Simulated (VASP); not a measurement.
# InP (F-43m) in VASP: further runs, part 3 of 3

VASP 6.6.1. Earlier steps stand in the parts before.

## Step 5: Single point, PBEsol

This run uses another cell than the first one, of 22.64 Å³/atom, 0.899 times its volume.

Contents of INCAR:

```
SYSTEM = InP
PREC = Accurate ; ENCUT = 520
EDIFF = 1E-7 ; ISMEAR = -1
SIGMA = 0.05 ; LREAL = .FALSE.
LASPH = .TRUE. ; NELM = 80
ALGO = Normal ; ISIF = 2
LWAVE = .FALSE. ; LCHARG = .FALSE.
GGA = PS ; NBANDS = 16
```

Contents of KPOINTS:

```
regular mesh
0
G
  8 8 8
  0 0 0
```

Contents of POSCAR:

```
InP
1.0
    0.0000000000      2.8287717061      2.8287717061
    2.8287717061      0.0000000000      2.8287717061
    2.8287717061      2.8287717061      0.0000000000
In P
1 1
Direct
    0.0000000000      0.0000000000      0.0000000000
    0.7500000000      0.7500000000      0.7500000000
```

Potentials or basis: VASP PAW PBE potentials, release 64 (In_d, P).

Started as:

```bash
$ cat potpaw_PBE.64/In_d/POTCAR potpaw_PBE.64/P/POTCAR > POTCAR
$ mpirun -np 1 vasp_std > vasp.out
```

OUTCAR:

```text
SYSTEM = InP
   PREC = Accurate
   ENCUT = 520
   EDIFF = 1E-7
   ISMEAR = -1
   LREAL = .FALSE.
   LASPH = .TRUE.
   NELM = 80
   ISIF = 2
   GGA = PS

 ion  position               nearest neighbor table
   1  0.000  0.000  0.000-   2 2.45   2 2.45   2 2.45   2 2.45
   2  0.750  0.750  0.750-   1 2.45   1 2.45   1 2.45   1 2.45

  LATTYP: Found a face centered cubic cell.
 ALAT       =     5.6575434122

  Lattice vectors:

 A1 = (   0.0000000000,   2.8287717061,   2.8287717061)
 A2 = (   2.8287717061,   0.0000000000,   2.8287717061)
 A3 = (   2.8287717061,   2.8287717061,   0.0000000000)

Analysis of symmetry for initial positions (statically):
=====================================================================
 Subroutine PRICEL returns:
 Original cell was already a primitive cell.

 Routine SETGRP: Setting up the symmetry group for a
 face centered cubic supercell.

 Subroutine GETGRP returns: Found 24 space group operations
 (whereof 24 operations were pure point group operations)
 out of a pool of 48 trial point group operations.

The static configuration has the point symmetry T_d .
[... 158 lines left out ...]

  energy without entropy =       -8.99952458  energy(sigma->0) =       -8.99952461

 E-fermi :   6.9482     XC(G=0):  -9.9540

 val. band max:        6.3323453218   @ k =   0.0000   0.0000   0.0000
 cond. band min:       7.5067193005   @ k =   0.0000   0.0000   0.0000
 fundamental gap:      1.1743739787
 Fermi energy:         6.9481975007

 k-point     1 :       0.0000    0.0000    0.0000
  band No.  band energies     occupation
      1      -8.0930      2.00000
      2      -8.0930      2.00000
      3      -8.0930      2.00000
      4      -7.8767      2.00000
      5      -7.8767      2.00000
      6      -6.0074      2.00000
[... 433 lines left out ...]
      3      -7.9944      2.00000
      4      -7.8868      2.00000
      5      -7.8583      2.00000
      6      -3.4879      2.00000
[... 8 lines left out ...]
     15      17.1783      0.00000
     16      18.0281      0.00000

 [... further k-points ...]

------------------------ aborting loop because EDIFF is reached ----------------------------------------

  FORCE on cell =-STRESS in cart. coord.  units (eV):
  Direction    XX          YY          ZZ          XY          YZ          ZX
  --------------------------------------------------------------------------------------
  -------------------------------------------------------------------------------------
  Total        2.8077163      2.8077163      2.8077163      0.0000000     -0.0000000      0.0000000
  in kB       99.3665254     99.3665254     99.3665254      0.0000000     -0.0000000      0.0000000
  external PRESSURE =      99.3665254 kB  Pullay stress =       0.0000000 kB

 VOLUME and BASIS-vectors are now :
 -----------------------------------------------------------------------------
  energy-cutoff  :      520.00
  volume of cell :       45.27
      direct lattice vectors                 reciprocal lattice vectors
     0.000000000  2.828771706  2.828771706    -0.176755162  0.176755162  0.176755162
     2.828771706  0.000000000  2.828771706     0.176755162 -0.176755162  0.176755162
     2.828771706  2.828771706  0.000000000     0.176755162  0.176755162 -0.176755162

 POSITION                                       TOTAL-FORCE (eV/Angst)
 -----------------------------------------------------------------------------------
      0.00000      0.00000      0.00000        -0.000000      0.000000     -0.000000
      4.24316      4.24316      4.24316         0.000000     -0.000000      0.000000
 -----------------------------------------------------------------------------------
    total drift:                                0.000000      0.000000      0.000000

  FREE ENERGIE OF THE ION-ELECTRON SYSTEM (eV)
  ---------------------------------------------------
  free  energy   TOTEN  =        -8.9995246488 eV

  energy  without entropy=       -8.9995245762  energy(sigma->0) =       -8.99952461
```

OSZICAR:

```text
N       E                     dE             d eps       ncg     rms          rms(c)
DAV:   1     0.115652205132E+03    0.11565E+03   -0.85020E+03   936   0.129E+03
DAV:   2    -0.215756583074E+01   -0.11781E+03   -0.11258E+03  1040   0.308E+02
DAV:   3    -0.927377274438E+01   -0.71162E+01   -0.70812E+01  1224   0.747E+01
DAV:   4    -0.945635636334E+01   -0.18258E+00   -0.18253E+00  1128   0.123E+01
DAV:   5    -0.946509138910E+01   -0.87350E-02   -0.87349E-02  1424   0.242E+00    0.658E+00
DAV:   6    -0.905025628718E+01    0.41484E+00   -0.59323E-01  1472   0.152E+01    0.382E+00
DAV:   7    -0.900235731645E+01    0.47899E-01   -0.17389E-01  1392   0.422E+00    0.122E+00
DAV:   8    -0.899933357645E+01    0.30237E-02   -0.19529E-02  1176   0.169E+00    0.478E-01
DAV:   9    -0.899944043230E+01   -0.10686E-03   -0.12947E-03  1216   0.349E-01    0.208E-01
DAV:  10    -0.899950314166E+01   -0.62709E-04   -0.24859E-04  1424   0.274E-01    0.121E-01
DAV:  11    -0.899952612122E+01   -0.22980E-04   -0.72053E-05  1152   0.116E-01    0.580E-02
DAV:  12    -0.899952460884E+01    0.15124E-05   -0.85512E-06  1104   0.227E-02    0.124E-02
DAV:  13    -0.899952470007E+01   -0.91231E-07   -0.10987E-06  1192   0.547E-03    0.900E-03
DAV:  14    -0.899952464884E+01    0.51236E-07   -0.45714E-08   912   0.273E-03
   1 F= -.89995246E+01 E0= -.89995246E+01  d E =-.726520E-07
```

stdout:

```text
POSCAR found type information on POSCAR InP
 POSCAR found :  2 types and       2 ions
 scaLAPACK will be used
 -----------------------------------------------------------------------------
|                                                                             |
|                                                                             |
|     You enforced a specific xc type in the INCAR file but a different       |
|     I HOPE YOU KNOW WHAT YOU ARE DOING!                                     |
|                                                                             |
 -----------------------------------------------------------------------------

 LDA part: xc-table for (Slater+PW92), standard interpolation
 POSCAR, INCAR and KPOINTS ok, starting setup
 FFT: planning ... GRIDC
 FFT: planning ... GRID_SOFT
 FFT: planning ... GRID
 WAVECAR not read
 entering main loop
```

It took 38 s on 1 thread of AMD EPYC 7R43 (Zen 3), shared host; peak memory 0.14 GiB.

Results:

- Free energy: -8.9995 eV
- Pressure: 9.9 GPa
- Band gap on the k mesh: 1.17 eV, direct

Caveat: the PAW data sets were made with another functional, which shifts forces and pressure a little; spin-orbit coupling is left out, which moves the levels of the heavy elements. A k mesh can miss the band edges.

## Step 6: Single point, PBEsol

This run uses another cell than the first one, of 23.80 Å³/atom, 0.946 times its volume.

Contents of INCAR:

```
PREC = Accurate
ENCUT = 520
EDIFF = 1E-6
ISMEAR = -1
SIGMA = 0.05
LREAL = False
LASPH = True
NELM = 100
ALGO = Normal
ISIF = 2
LWAVE = False
LCHARG = False
GGA = PS
NBANDS = 16
```

Contents of KPOINTS:

```
Automatic mesh
0
Gamma
  8 8 8
```

Contents of POSCAR:

```
InP
1.0
    0.0000000000      2.8766193633      2.8766193633
    2.8766193633      0.0000000000      2.8766193633
    2.8766193633      2.8766193633      0.0000000000
In P
1 1
Direct
    0.0000000000      0.0000000000      0.0000000000
    0.7500000000      0.7500000000      0.7500000000
```

Potentials or basis: VASP PAW PBE potentials, release 64 (In_d, P).

Started as:

```bash
$ cat potpaw_PBE.64/In_d/POTCAR potpaw_PBE.64/P/POTCAR > POTCAR
$ mpirun -np 1 vasp_std > vasp.out
```

Wall time 26 s (1 thread of AMD EPYC 7R43 (Zen 3), shared host); peak memory 0.13 GiB.

It converged, with:

| Item | Value |
| --- | --- |
| Free energy | -9.1076 eV |
| Pressure | 5.0 GPa |
| Band gap on the k mesh | 0.91 eV, direct |

Levels at points of the mesh, in eV from the valence-band top:
```csv
k point,band 6,band 7,band 8,band 9,band 10,band 11,band 12,band 13
"(0.00, 0.00, 0.00)",-11.95,0.00,0.00,0.00,0.91,4.01,4.01,4.01
"(0.50, 0.00, 0.00)",-10.00,-6.11,-1.07,-1.07,1.53,4.73,4.73,7.04
"(0.50, 0.50, 0.00)",-9.28,-6.07,-2.55,-2.55,1.53,2.15,9.45,9.90
```

Caveat: the PAW data sets were made with another functional, which shifts forces and pressure a little; spin-orbit coupling is left out, which moves the levels of the heavy elements.

## Step 7: The runs side by side

| cell | k mesh | gap on the mesh (eV) | pressure (GPa) |
| --- | --- | --- | --- |
| a = 4.144 Å, angles 60.0°, 2 atoms | 6 × 6 × 6 | 0.61 | 0.6 |
| a = 3.820 Å, angles 60.0°, 2 atoms | 8 × 8 × 8 | 1.11 | 29.9 |
| a = 3.897 Å, angles 60.0°, 2 atoms | 8 × 8 × 8 | 1.26 | 19.9 |
| a = 4.000 Å, angles 60.0°, 2 atoms | 8 × 8 × 8 | 1.17 | 9.9 |
| a = 4.068 Å, angles 60.0°, 2 atoms | 8 × 8 × 8 | 0.91 | 5.0 |

Alike in all rows: task single point; level PBEsol; potentials or basis VASP PAW PBE potentials, release 64 (In_d, P); no spin polarisation; cutoff (eV) 520; smearing fermi-dirac 0.05 eV.

Caveats: the PAW data sets were made with another functional, which shifts forces and pressure a little; spin-orbit coupling is left out, which moves the levels of the heavy elements.

Total energies depend on the potentials used, so only differences within one code and one set of settings carry meaning.

## Step 8: Comparison with measurements

Step 2. Against the measured gap of InP, 1.4236 eV (direct; 1.6 K; a printed reference work, data compilation), the calculated 0.61 eV is off by -0.81 eV. Spin-orbit coupling on In is left out. The value is that of PBEsol, without temperature or zero-point motion. Semilocal functionals fall short of measured gaps as a rule.
